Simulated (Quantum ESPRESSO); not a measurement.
# BN (P1) in Quantum ESPRESSO: further runs

Aim: see how the results for BN move with the level of theory and the settings. Levels: vdW-DF2, vdW-DF-cx. Tasks: projected density of states, real-space fields.

All numbers are computed with Quantum ESPRESSO 7.5; they aren't measurements. Logs are shortened: lines on timing, memory, paths and dates and some standing lists are left out, and cuts for length are marked.

## (1) Starting point

The typed cell holds 4 atoms: a = 2.546 Å, b = 2.578 Å, c = 4.071 Å, α = 91.71°, β = 95.81°, γ = 116.43°.

The cell comes from a database or a generator and needn't be the stable form of this composition.

## (2) Projected density of states, vdW-DF2

pw.in

```
&CONTROL
  calculation = 'scf'
  prefix = 'pwscf'
  outdir = './tmp'
  pseudo_dir = './pseudo'
  tprnfor = .true.
  tstress = .true.
  disk_io = 'low'
/
&SYSTEM
  ibrav = 0
  nat = 4
  ntyp = 2
  ecutwfc = 45
  ecutrho = 360
  nbnd = 14
  input_dft = 'vdw-df2'
  occupations = 'smearing'
  smearing = 'fd'
  degauss = 0.00999582
  nosym = .true.
/
&ELECTRONS
  conv_thr = 8d-10
  electron_maxstep = 120
  mixing_beta = 0.5
/
ATOMIC_SPECIES
B     10.8100 b_pbe_v1.4.uspp.F.UPF
N     14.0070 n_pbe_v1.2.uspp.F.UPF
CELL_PARAMETERS angstrom
   2.5419852200    0.0681789400   -0.1254062000
  -1.2119479100    2.2747024500   -0.0346836700
  -0.2075514400   -0.1861127300    4.0612369900
ATOMIC_POSITIONS crystal
B      0.6658397500    0.3345743800    0.0004113300
B      0.3352177800    0.6639737200    0.4993340600
N      0.6727239400    0.3346633800    0.6233017000
N      0.3262185300    0.6667885300    0.1269529100
K_POINTS automatic
12 11 7 0 0 0
```

pp_density.in

```
&INPUTPP
  prefix = 'pwscf'
  outdir = './tmp'
  filplot = 'density.dat'
  plot_num = 0
/
&PLOT
  nfile = 1
  filepp(1) = 'density.dat'
  iflag = 3
  output_format = 6
  fileout = 'density.cube'
/
```

pp_potential.in

```
&INPUTPP
  prefix = 'pwscf'
  outdir = './tmp'
  filplot = 'potential.dat'
  plot_num = 11
/
&PLOT
  nfile = 1
  filepp(1) = 'potential.dat'
  iflag = 3
  output_format = 6
  fileout = 'potential.cube'
/
```

nscf.in

```
&CONTROL
  calculation = 'nscf'
  prefix = 'pwscf'
  outdir = './tmp'
  pseudo_dir = './pseudo'
  disk_io = 'low'
/
&SYSTEM
  ibrav = 0
  nat = 4
  ntyp = 2
  ecutwfc = 45
  ecutrho = 360
  nbnd = 14
  input_dft = 'vdw-df2'
  occupations = 'tetrahedra_opt'
  nosym = .true.
/
&ELECTRONS
  conv_thr = 1d-08
  electron_maxstep = 120
  mixing_beta = 0.5
/
ATOMIC_SPECIES
B     10.8100 b_pbe_v1.4.uspp.F.UPF
N     14.0070 n_pbe_v1.2.uspp.F.UPF
CELL_PARAMETERS angstrom
   2.5419852200    0.0681789400   -0.1254062000
  -1.2119479100    2.2747024500   -0.0346836700
  -0.2075514400   -0.1861127300    4.0612369900
ATOMIC_POSITIONS crystal
B      0.6658397500    0.3345743800    0.0004113300
B      0.3352177800    0.6639737200    0.4993340600
N      0.6727239400    0.3346633800    0.6233017000
N      0.3262185300    0.6667885300    0.1269529100
K_POINTS automatic
18 17 11 0 0 0
```

projwfc.in

```
&PROJWFC
  prefix = 'pwscf'
  outdir = './tmp'
  filpdos = 'p'
  Emin = -1
  Emax = 24
  DeltaE = 0.05
/
```

Potentials or basis: GBRV 1.5 PBE.

Started as:

```console
> OMP_NUM_THREADS=1 pw.x -in pw.in > pw.out
> OMP_NUM_THREADS=1 pp.x -in pp_density.in > pp_density.out
> OMP_NUM_THREADS=1 pp.x -in pp_potential.in > pp_potential.out
> OMP_NUM_THREADS=1 pw.x -in nscf.in > nscf.out
> OMP_NUM_THREADS=1 projwfc.x -in projwfc.in > projwfc.out
```

pw.out:

```text
This program is part of the open-source Quantum ESPRESSO suite
     for quantum simulation of materials; please cite
         "P. Giannozzi et al., J. Phys.:Condens. Matter 21 395502 (2009);
         "P. Giannozzi et al., J. Phys.:Condens. Matter 29 465901 (2017);
         "P. Giannozzi et al., J. Chem. Phys. 152 154105 (2020);
     in publications or presentations arising from this work. More details at

     IMPORTANT: XC functional enforced from input :
     Exchange-correlation= VDW-DF2
                           (   1   4  13   0   2   0   0)
     Any further DFT definition will be discarded
     Please, verify this is what you really want

     G-vector sticks info
     --------------------
     sticks:   dense  smooth     PW     G-vecs:    dense   smooth      PW
     Sum         605     301    103                18467     6557    1309

     Using Slab Decomposition

     bravais-lattice index     =            0
     lattice parameter (alat)  =       4.8112  a.u.
     unit-cell volume          =     160.0387 (a.u.)^3
     number of atoms/cell      =            4
     number of atomic types    =            2
     number of electrons       =        16.00
     number of Kohn-Sham states=           14
     kinetic-energy cutoff     =      45.0000  Ry
     charge density cutoff     =     360.0000  Ry
     scf convergence threshold =      8.0E-10
     mixing beta               =       0.5000
     number of iterations used =            8  plain     mixing
     Exchange-correlation= VDW-DF2
                           (   1   4  13   0   2   0   0)

     celldm(1)=   4.811223  celldm(2)=   0.000000  celldm(3)=   0.000000
     celldm(4)=   0.000000  celldm(5)=   0.000000  celldm(6)=   0.000000

     crystal axes: (cart. coord. in units of alat)
               a(1) = (   0.998427   0.026779  -0.049256 )
               a(2) = (  -0.476022   0.893445  -0.013623 )
               a(3) = (  -0.081521  -0.073100   1.595151 )

     reciprocal axes: (cart. coord. in units 2 pi/alat)
               b(1) = (  0.991077  0.529182  0.074900 )
               b(2) = ( -0.027220  1.105511  0.049271 )
               b(3) = (  0.030371  0.025782  0.629634 )

     PseudoPot. # 1 for B  read from file:
     b_pbe_v1.4.uspp.F.UPF
     Pseudo is Ultrasoft + core correction, Zval =  3.0
     Generated by new atomic code, or converted to UPF format
     Using radial grid of  781 points,  4 beta functions with:
                l(1) =   0
                l(2) =   0
                l(3) =   1
                l(4) =   1
     Q(r) pseudized with  8 coefficients,  rinner =    1.100   1.100   1.100

     PseudoPot. # 2 for N  read from file:
     n_pbe_v1.2.uspp.F.UPF
     Pseudo is Ultrasoft + core correction, Zval =  5.0
     Generated by new atomic code, or converted to UPF format
     Using radial grid of  729 points,  4 beta functions with:
                l(1) =   0
                l(2) =   0
                l(3) =   1
                l(4) =   1
     Q(r) pseudized with  8 coefficients,  rinner =    0.900   0.900   0.900

     atomic species   valence    mass     pseudopotential
     B                 3.00    10.81000     B ( 1.00)
     N                 5.00    14.00700     N ( 1.00)

     No symmetry found

   Cartesian axes

     site n.     atom                  positions (alat units)
         1        B      tau(   1) = (   0.5054941   0.3167243  -0.0366986  )
         2        B      tau(   2) = (  -0.0220820   0.5656994   0.7709562  )
         3        N      tau(   3) = (   0.4615465   0.2714547   0.9565650  )
         4        N      tau(   4) = (  -0.0020501   0.5951945   0.1773571  )

     number of k points=   463  Fermi-Dirac smearing, width (Ry)=  0.0100

     Number of k-points >= 100: set verbosity='high' to print them.

     Dense  grid:    18467 G-vectors     FFT dimensions: (  30,  30,  48)

     Smooth grid:     6557 G-vectors     FFT dimensions: (  24,  24,  36)

     Initial potential from superposition of free atoms

     starting charge      15.9994, renormalised to      16.0000

     %%%%%%%%%%%%%%%%%%%%%%%%%%%%%%%%%%%%%%%%%%%%%%%%%%%%%%%%%%%%%%%%%%%%%%%%
     %                                                                      %
     % You are using vdW-DF, which was implemented by the Thonhauser group. %
     % Please cite the following two papers that made this development      %
     % possible and the two reviews that describe the various versions:     %
     %                                                                      %
     %   T. Thonhauser et al., PRL 115, 136402 (2015).                      %
     %   T. Thonhauser et al., PRB 76, 125112 (2007).                       %
     %   K. Berland et al., Rep. Prog. Phys. 78, 066501 (2015).             %
     %   D.C. Langreth et al., J. Phys.: Condens. Matter 21, 084203 (2009). %
     %                                                                      %
     % If you are calculating stress with vdW-DF, please also cite:         %
     %                                                                      %
     %   R. Sabatini et al., J. Phys.: Condens. Matter 24, 424209 (2012).   %
     %                                                                      %
     %%%%%%%%%%%%%%%%%%%%%%%%%%%%%%%%%%%%%%%%%%%%%%%%%%%%%%%%%%%%%%%%%%%%%%%%

     %%%%%%%%%%%%%%%%%%%%%%%%%%%%%%%%%%%%%%%%%%%%%%%%%%%%%%%%%%%%%%%%%%%%%%%%
     %                                                                      %
     %  vdW-DF NEWS:                                                        %
     %                                                                      %
     %  * vdW-DF3 is now available. DOI: 10.1021/acs.jctc.0c00471           %
     %    use with input_dft = 'vdW-DF3-opt1' or 'vdW-DF3-opt2'             %
     %                                                                      %
     %  * Unscreened and range-separated hybrid vdW-DF-cx functionals       %
     %    DOI: 10.1063/1.4986522 and 10.1088/1361-648X/ac2ad2               %
     %    use with input_dft = 'vdW-DF-cx0'    and 'vdW-DF-ahcx'            %
     %  * Unscreened and range-separated hybrid vdW-DF2-b86r functionals    %
     %    DOI: 10.1063/1.4986522 and DOI: 10.1103/PhysRevX.12.041003        %
     %    use with input_dft = 'vdW-DF2-br0' and 'vdW-DF2-ahbr'             %
     %                                                                      %
     %%%%%%%%%%%%%%%%%%%%%%%%%%%%%%%%%%%%%%%%%%%%%%%%%%%%%%%%%%%%%%%%%%%%%%%%

     Starting wfcs are   16 randomized atomic wfcs

     Self-consistent Calculation

     iteration #  1     ecut=    45.00 Ry     beta= 0.50
     Davidson diagonalization with overlap
     ethr =  1.00E-02,  avg # of iterations =  2.5

     total energy              =     -53.75844745 Ry
     estimated scf accuracy    <       0.65735745 Ry

     iteration #  2     ecut=    45.00 Ry     beta= 0.50
     Davidson diagonalization with overlap
     ethr =  4.11E-03,  avg # of iterations =  2.0

     total energy              =     -53.89847951 Ry
     estimated scf accuracy    <       0.06648980 Ry

     iteration #  3     ecut=    45.00 Ry     beta= 0.50
     Davidson diagonalization with overlap
     ethr =  4.16E-04,  avg # of iterations =  1.8

     total energy              =     -53.90407021 Ry
     estimated scf accuracy    <       0.00966813 Ry

     iteration #  4     ecut=    45.00 Ry     beta= 0.50
     Davidson diagonalization with overlap
     ethr =  6.04E-05,  avg # of iterations =  4.8

     total energy              =     -53.90491783 Ry
     estimated scf accuracy    <       0.00052651 Ry

     iteration #  5     ecut=    45.00 Ry     beta= 0.50
     Davidson diagonalization with overlap
     ethr =  3.29E-06,  avg # of iterations =  4.6

     total energy              =     -53.90505892 Ry
     estimated scf accuracy    <       0.00005191 Ry

     iteration #  6     ecut=    45.00 Ry     beta= 0.50
     Davidson diagonalization with overlap
     ethr =  3.24E-07,  avg # of iterations =  1.4

     total energy              =     -53.90505746 Ry
     estimated scf accuracy    <       0.00001724 Ry

     iteration #  7     ecut=    45.00 Ry     beta= 0.50
     Davidson diagonalization with overlap
     ethr =  1.08E-07,  avg # of iterations =  2.0

     total energy              =     -53.90506109 Ry
     estimated scf accuracy    <       0.00000011 Ry

     iteration #  8     ecut=    45.00 Ry     beta= 0.50
     Davidson diagonalization with overlap
     ethr =  6.92E-10,  avg # of iterations =  3.0

     total energy              =     -53.90506113 Ry
     estimated scf accuracy    <       0.00000014 Ry

     iteration #  9     ecut=    45.00 Ry     beta= 0.50
     Davidson diagonalization with overlap
     ethr =  6.92E-10,  avg # of iterations =  2.0

     total energy              =     -53.90506115 Ry
     estimated scf accuracy    <          9.1E-10 Ry

     iteration # 10     ecut=    45.00 Ry     beta= 0.50
     Davidson diagonalization with overlap
     ethr =  5.66E-12,  avg # of iterations =  2.2

     End of self-consistent calculation

     Number of k-points >= 100: set verbosity='high' to print the bands.

     the Fermi energy is    14.2690 ev

!    total energy              =     -53.90506116 Ry
     estimated scf accuracy    <          1.8E-10 Ry
     smearing contrib. (-TS)   =      -0.00000000 Ry
     internal energy E=F+TS    =     -53.90506116 Ry

     The total energy is F=E-TS. E is the sum of the following terms:
     one-electron contribution =       8.63309001 Ry
     hartree contribution      =       7.71717089 Ry
     xc contribution           =     -17.76920650 Ry
     ewald contribution        =     -52.48611556 Ry

     convergence has been achieved in  10 iterations

     Forces acting on atoms (cartesian axes, Ry/au):

     atom    1 type  1   force =    -0.01390623    0.00436714   -0.00742773
     atom    2 type  1   force =     0.00016421    0.01325775    0.00256616
     atom    3 type  2   force =    -0.01033897   -0.01886009    0.01948455
     atom    4 type  2   force =     0.02408099    0.00123520   -0.01462298

     Total force =     0.045689     Total SCF correction =     0.000018

     Computing stress (Cartesian axis) and pressure

          total   stress  (Ry/bohr**3)                   (kbar)     P=      206.90
   0.00126030  -0.00128607   0.00240206          185.40     -189.19      353.35
  -0.00128607  -0.00112068   0.00212499         -189.19     -164.86      312.60
   0.00240206   0.00212499   0.00407978          353.35      312.60      600.16

=------------------------------------------------------------------------------=
   JOB DONE.
=------------------------------------------------------------------------------=
```

It took 10 min on 1 thread of AMD EPYC 7R13 (Zen 3), shared host; peak memory 0.34 GiB.

What came out:

* Free energy: -733.4157 eV
* Pressure: 20.7 GPa
* Largest force: 0.746 eV/Å
* Band gap on the k mesh: 5.14 eV, indirect (least direct gap 6.41 eV)
* Loewdin charges: B +0.42; N -0.39 e

Forces on the atoms (eV/Å):
```
B   -0.358  0.112 -0.191
B    0.004  0.341  0.066
N   -0.266 -0.485  0.501
N    0.619  0.032 -0.376
```

Levels at points of the mesh, in eV from the valence-band top:
| k point | band 4 | band 5 | band 6 | band 7 | band 8 | band 9 | band 10 | band 11 | band 12 | band 13 |
| --- | --- | --- | --- | --- | --- | --- | --- | --- | --- | --- |
| (0.00, 0.00, 0.00) | -3.32 | -3.04 | -1.27 | -0.44 | 0.00 | 6.41 | 7.02 | 8.89 | 9.12 | 10.53 |
| (-0.50, 0.00, 0.00) | -8.49 | -6.45 | -5.59 | -4.66 | -2.11 | 6.39 | 8.28 | 9.93 | 11.34 | 12.68 |

States per cell in windows of 0.5 eV (zero at the valence-band top; states under -8 eV left out):
| from (eV) | total | N#3 p wfc2 | N#4 p wfc2 | B#1 p wfc2 | B#2 p wfc2 | B#1 s wfc1 | B#2 s wfc1 |
| --- | --- | --- | --- | --- | --- | --- | --- |
| -8.0 | 0.54 | 0.16 | 0.17 | 0.06 | 0.05 | 0.03 | 0.03 |
| -7.5 | 0.52 | 0.16 | 0.16 | 0.06 | 0.06 | 0.02 | 0.03 |
| -7.0 | 0.57 | 0.18 | 0.18 | 0.06 | 0.07 | 0.03 | 0.02 |
| -6.5 | 0.68 | 0.22 | 0.22 | 0.08 | 0.08 | 0.03 | 0.02 |
| -6.0 | 0.68 | 0.22 | 0.22 | 0.08 | 0.09 | 0.02 | 0.02 |
| -5.5 | 0.76 | 0.25 | 0.26 | 0.10 | 0.10 | 0.02 | 0.02 |
| -5.0 | 0.82 | 0.28 | 0.28 | 0.10 | 0.11 | 0.02 | 0.01 |
| -4.5 | 0.88 | 0.30 | 0.30 | 0.11 | 0.11 | 0.01 | 0.01 |
| -4.0 | 0.84 | 0.30 | 0.30 | 0.10 | 0.10 | 0.01 | 0.01 |
| -3.5 | 0.81 | 0.30 | 0.29 | 0.10 | 0.09 | 0.01 | 0.01 |
| -3.0 | 0.82 | 0.31 | 0.30 | 0.09 | 0.09 | 0.01 | 0.01 |
| -2.5 | 0.64 | 0.25 | 0.24 | 0.07 | 0.06 | 0.00 | 0.00 |
| -2.0 | 0.41 | 0.17 | 0.16 | 0.04 | 0.04 | 0.00 | 0.00 |
| -1.5 | 0.26 | 0.10 | 0.11 | 0.02 | 0.02 | 0.00 | 0.00 |
| -1.0 | 0.14 | 0.06 | 0.06 | 0.01 | 0.01 | 0.00 | 0.00 |
| -0.5 | 0.05 | 0.02 | 0.02 | 0.00 | 0.00 | 0.00 | 0.00 |
| 0.0 | 0.00 | 0.00 | 0.00 | 0.00 | 0.00 | 0.00 | 0.00 |
| 0.5 | 0.00 | 0.00 | 0.00 | 0.00 | 0.00 | 0.00 | 0.00 |
| 1.0 | 0.00 | 0.00 | 0.00 | 0.00 | 0.00 | 0.00 | 0.00 |
| 1.5 | 0.00 | 0.00 | 0.00 | 0.00 | 0.00 | 0.00 | 0.00 |
| 2.0 | 0.00 | 0.00 | 0.00 | 0.00 | 0.00 | 0.00 | 0.00 |
| 2.5 | 0.00 | 0.00 | 0.00 | 0.00 | 0.00 | 0.00 | 0.00 |
| 3.0 | 0.00 | 0.00 | 0.00 | 0.00 | 0.00 | 0.00 | 0.00 |
| 3.5 | 0.00 | 0.00 | 0.00 | 0.00 | 0.00 | 0.00 | 0.00 |
| 4.0 | 0.00 | 0.00 | 0.00 | 0.00 | 0.00 | 0.00 | 0.00 |
| 4.5 | 0.00 | 0.00 | 0.00 | 0.00 | 0.00 | 0.00 | 0.00 |
| 5.0 | 0.05 | 0.00 | 0.00 | 0.02 | 0.01 | 0.01 | 0.00 |
| 5.5 | 0.13 | 0.00 | 0.01 | 0.04 | 0.03 | 0.01 | 0.01 |
| 6.0 | 0.29 | 0.01 | 0.01 | 0.07 | 0.08 | 0.02 | 0.01 |
| 6.5 | 0.64 | 0.03 | 0.03 | 0.19 | 0.17 | 0.04 | 0.03 |
| 7.0 | 0.88 | 0.06 | 0.05 | 0.26 | 0.24 | 0.04 | 0.05 |
| 7.5 | 0.69 | 0.05 | 0.05 | 0.18 | 0.19 | 0.03 | 0.04 |

Caveat: the potentials were made for another functional, which shifts forces and pressure; so large a pressure means that the cell lies far from this level's equilibrium, or that cutoff or potentials fall short; an odd mesh through Γ misses points on the zone boundary, where band edges often lie.

(Part 1 of 2 ends here.)
